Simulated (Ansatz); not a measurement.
Crystal: ScAl3.

```
Sc Al
1.0
     4.08781    0.00000    0.00000
     0.00000    4.08781    0.00000
     0.00000    0.00000    4.08781
Sc Al
1 3
Direct
  0.00000 0.00000 0.00000
  0.50000 0.50000 0.00000
  0.00000 0.50000 0.50000
  0.50000 0.00000 0.50000
```

The cell is a database's computed one.

| Quantity | Value |
| --- | --- |
| Program | Ansatz 0.2.0 |
| Task | relaxation of cell and atoms |
| Functional | revPBE |
| Dispersion | D4 |
| Potentials or basis | Ansatz PAW |
| Cutoff | 420 eV (not typed: the program's choice for these potentials) |
| k mesh | 7 × 7 × 7 |
| Occupations | fermi-dirac, width 0.05 eV |
| Spin | no spin polarisation |

At the start: volume 17.08 Å³/atom.

Q: How do energy, volume and symmetry change on relaxing?

A: It ends after 5 steps and the volume is 16.62 Å³/atom (-2.7 %); space group Pm-3m (No. 221, to 0.05 Å).

The path:
```tsv
step	energy change (eV)	largest force (eV/Å)	volume (Å³)
1	0.0000	0.0000	68.31
2	-0.0077	0.0000	65.17
3	-0.0150	0.0000	66.53
4	-0.0150	0.0000	66.48
5	-0.0143	0.0000	66.48
```

Final structure:
```
Sc Al
1.0
     4.05102    0.00000    0.00000
     0.00000    4.05102    0.00000
     0.00000    0.00000    4.05102
Sc Al
1 3
Direct
  0.00000 0.00000 0.00000
  0.50000 0.50000 0.00000
  0.00000 0.50000 0.50000
  0.50000 0.00000 0.50000
```

Caveat: the plane-wave basis is chosen anew once the cell has moved, so the energies of steps on either side of that aren't comparable; the PAW data sets come from PBE, with cores solved anew for the run's functional, which leaves a small shift of forces and pressure.
